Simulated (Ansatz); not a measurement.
Input and command of a calculation in Ansatz (plane waves; scalar-relativistic PAW potentials unless the input names others):

```yaml
crystal:
  lattice:
    - [-4.3198890171, 4.3198890171, 2.6095437875]
    - [4.3198890171, -4.3198890171, 2.6095437875]
    - [4.3198890171, 4.3198890171, -2.6095437875]
  atoms:
    - { symbol: Si, position: [0.178627429, 0.178627429, 0.357254858] }
    - { symbol: Si, position: [0.821372571, 0.178627429, 0.0] }
    - { symbol: Si, position: [0.178627429, 0.821372571, 0.0] }
    - { symbol: Si, position: [0.821372571, 0.821372571, 0.642745142] }
    - { symbol: O, position: [0.5, 0.5, 0.5] }
    - { symbol: O, position: [0.0, 0.5, 0.0] }
    - { symbol: O, position: [0.5, 0.0, 0.0] }
    - { symbol: O, position: [0.0, 0.0, 0.5] }
    - { symbol: O, position: [0.0, 0.2187615377, 0.2187615377] }
    - { symbol: O, position: [0.7812384623, 0.0, 0.7812384623] }
    - { symbol: O, position: [0.2187615377, 0.0, 0.2187615377] }
    - { symbol: O, position: [0.0, 0.7812384623, 0.7812384623] }
basis:
  ecutwfc: 420
kpoints:
  mp_grid: { grid: [1, 1, 1] }
hamiltonian:
  xc: pbe
scf:
  occupations: { method: gaussian, width: 0.02 }
  max_iter: 60
output:
  forces: true
  eigenvalues: true
  stress: true
```

```bash
ansatz run input.yaml --threads 2 --pin off --max-ram 5120MiB --backend cpu --events-out ev --progress --plain --runs-dir out
```

Abridged log:
```
Basis set: ecut = 420 eV, 3821 PW (Γ), exchange–correlation on 90×90×90 points (8 copies of the dense FFT grid, shifted against one another)
Bands: 44, of which v1, the nominal top of the filled ones, is band 32 counted from 1 (31 counted from 0)
Symmetry: 16 space group operations
k-points: 1
SCF iter   1: F=—  HF=-7094.311870 eV  |F-HF|=—  |Δ(HF+E_count)|=         —  Δρ=6.45e-3  dr2=4.56e-2  ethr=1.77e-3  ⟨swp⟩=8.0  Hψ=236  notcnv=0  defer=1
SCF iter   2: F=—  HF=-7094.303709 eV  |F-HF|=—  |Δ(HF+E_count)|=   8.16e-3  Δρ=2.96e-3  dr2=6.22e-3  ethr=7.12e-5  ⟨swp⟩=3.0  Hψ=88  notcnv=0  defer=5
SCF iter   3: F=—  HF=-7094.304326 eV  |F-HF|=—  |Δ(HF+E_count)|=   6.17e-4  Δρ=1.37e-3  dr2=1.68e-3  ethr=9.72e-6  ⟨swp⟩=2.0  Hψ=46  notcnv=0
automatic band count: iteration 3 solves 39 bands in place of 44: the levels show a gap, and the empty bands left out lie too high to hold charge; the band table lists the bands solved (type scf.n_extra_bands for more)
SCF iter   4: F=—  HF=-7094.304531 eV  |F-HF|=—  |Δ(HF+E_count)|=   2.05e-4  Δρ=2.33e-4  dr2=8.91e-5  ethr=2.63e-6  ⟨swp⟩=2.0  Hψ=68  notcnv=0
SCF iter   5: F=—  HF=-7094.304474 eV  |F-HF|=—  |Δ(HF+E_count)|=   5.66e-5  Δρ=9.20e-5  dr2=1.33e-5  ethr=1.39e-7  ⟨swp⟩=2.0  Hψ=71  notcnv=0
SCF iter   6: F=—  HF=-7094.304453 eV  |F-HF|=—  |Δ(HF+E_count)|=   2.06e-5  Δρ=2.01e-5  dr2=1.09e-6  ethr=2.07e-8  ⟨swp⟩=2.0  Hψ=63  notcnv=0
SCF iter   7: F=-7094.304451 eV  HF=-7094.304451 eV  |F-HF|=1.22e-7  |Δ(HF+E_count)|=   2.61e-6  Δρ=3.37e-6  dr2=4.05e-8  ethr=1.56e-10  ⟨swp⟩=6.0  Hψ=204  notcnv=0
SCF 1 converged in 7 iterations: F = -7094.304451 eV  dr2 = 4.05e-8
SCF converged after 7 iterations
Free energy (F): -7094.304451 eV
Harris-Foulkes:  -7094.304451 eV  (|F-HF|=1.22e-7)
Internal energy: -7094.304451 eV  (E = F + TS)
E sigma→0 (E₀):  -7094.304451 eV
Fermi energy:    3.368859 eV
--- Forces (eV/Å), atoms counted from 1 ---
  atom   1  Si     0.17212567     0.17212567     0.00000000
  atom   2  Si     0.17212567    -0.17212567     0.00000000
  atom   3  Si    -0.17212567     0.17212567     0.00000000
  atom   4  Si    -0.17212567    -0.17212567     0.00000000
  atom   5  O      0.00000000     0.00000000     0.00000000
  atom   6  O      0.00000000     0.00000000     0.00000000
  atom   7  O      0.00000000     0.00000000     0.00000000
  atom   8  O      0.00000000     0.00000000     0.00000000
  atom   9  O     -0.03980619     0.00000000     0.00000000
  atom  10  O      0.00000000     0.03980619     0.00000000
  atom  11  O      0.00000000    -0.03980619     0.00000000
  atom  12  O      0.03980619     0.00000000     0.00000000
--- Stress (GPa, compression-positive) ---
       12.644478       0.000000       0.000000
        0.000000      12.644478       0.000000
        0.000000       0.000000      16.632002
  P = ⅓ Tr σ = 13.9737 GPa (139.737 kbar)
```

Task: What is wrong with this input?

Result: The fault is one k-point for a small cell (kpoints.mp_grid.grid: [6, 6, 6] → [1, 1, 1], the first being the value of the sound run). Setting it back cures it. The run converged all the same, with an energy at zero smearing 99.13 meV/atom above the reference's, pressure 13.97 GPa, largest force 0.243 eV/Å, gap on the mesh 5.34 eV, so convergence alone doesn't show that an input is right. A reference run on usual settings, whose relaxation ended at this geometry, converged, and the end of its own relaxation has pressure 13.55 GPa, largest force 0.000 eV/Å, gap on the mesh 5.43 eV (its cell was held, or driven to that pressure on purpose).

It took 0.69 s on 2 threads of Intel(R) Xeon(R) CPU @ 2.60GHz (Ice Lake), on a shared host, peak memory 0.39 GiB.